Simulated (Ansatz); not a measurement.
CsBr:
```yaml
crystal:
  lattice:
    - [4.32371, 0.00000, 0.00000]
    - [0.00000, 4.32371, 0.00000]
    - [0.00000, 0.00000, 4.32371]
  atoms:
    - { symbol: Cs, position: [0.00000, 0.00000, 0.00000] }
    - { symbol: Br, position: [0.50000, 0.50000, 0.50000] }
```

Relaxed with r²SCAN. Special points in fractions of this cell's reciprocal vectors: Γ (0.000, 0.000, 0.000); X (0.000, 0.500, 0.000); M (0.500, 0.500, 0.000); R (0.500, 0.500, 0.500).

List the band energies nearest the valence-band maximum at these points for DFT-r²SCAN in the program Ansatz with PAW potentials.

In eV from the valence-band maximum; about four levels below and three above (degenerate sets whole), none deeper than 8.9 eV; points with the same levels are listed once.

```csv
k,below,above
Γ,-6.56 -6.56 -6.56 0.00 0.00 0.00,5.19 5.43 5.43
X,-6.47 -6.47 -1.25 -0.19 -0.19,6.44 7.85 8.36
M,-6.41 -0.57 -0.57 0.00,5.84 6.12 7.85 7.85
R,-6.95 -6.95 -6.95 -1.11 -1.11 -1.11,8.90 8.90 8.90
```

Space group Pm-3m (CsCl type). The r²SCAN relaxation kept the symmetry of its start. Spin–orbit coupling is left out wherever it is not named.

Potentials: the later of the program's two PAW sets.
